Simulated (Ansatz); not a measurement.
Input of an Ansatz 0.2.0 run:

Contents of input.yaml:

```yaml
crystal:
  lattice:
    - [2.9217699809, 0.0, 0.0]
    - [-1.4608849905, 2.5303270275, 0.0]
    - [0.0, 0.0, 5.916515]
  atoms:
    - { symbol: Ta, position: [0.0, 0.0, 0.5] }
    - { symbol: Ta, position: [0.0, 0.0, 0.0] }
    - { symbol: "N", position: [0.3333333333, 0.6666666667, 0.25] }
    - { symbol: "N", position: [0.6666666667, 0.3333333333, 0.75] }
hamiltonian:
  xc: rpbe
  pseudopotentials: { kind: paw }
kpoints:
  mp_grid: { grid: [10, 10, 5] }
scf:
  occupations: { method: fermi_dirac, width: 0.05 }
output:
  forces: true
  stress: true
  eigenvalues: true
relax:
  f_tol: 0.01
  max_steps: 40
  cell: { stress_tol: 0.05 }
```

Potentials or basis: Ansatz PAW.

The run is started by

```sh
$ ansatz run input.yaml --threads 2 --pin off --max-ram 5632MiB --backend cpu --events-out ev --progress --plain --runs-dir out
```

Task: Estimate the relaxed cell.

Result: a = 2.932 Å, b = 2.932 Å, c = 5.941 Å, α = 90.00°, β = 90.00°, γ = 120.00°.

Task: Estimate the band gap on the k mesh.

Result: None (metal or under the smearing width).

Task: Predict the space group after relaxing (to 0.05 Å).

Result: P6_3/mmc (No. 194).

Task: Predict the relaxed volume.

Result: 11.06 Å³/atom.

The path:
| step | energy change (eV) | largest force (eV/Å) | volume (Å³) |
| --- | --- | --- | --- |
| 1 | 0.0000 | 0.0000 | 43.74 |
| 2 | -0.0016 | 0.0000 | 44.50 |
| 3 | -0.0039 | 0.0000 | 44.23 |
| 4 | -0.0042 | 0.0000 | 44.22 |
| 5 | -0.0042 | 0.0000 | 44.22 |
| 6 | -0.0055 | 0.0000 | 44.22 |

Caveat: the plane-wave basis is chosen anew once the cell has moved, so the energies of steps on either side of that aren't comparable; the pressure holds a Pulay correction of +0.4 GPa for the finite cutoff; the PAW data sets come from PBE, with cores solved anew for the run's functional, which leaves a small shift of forces and pressure. The run has no spin-orbit coupling, so splittings on Ta are missing.
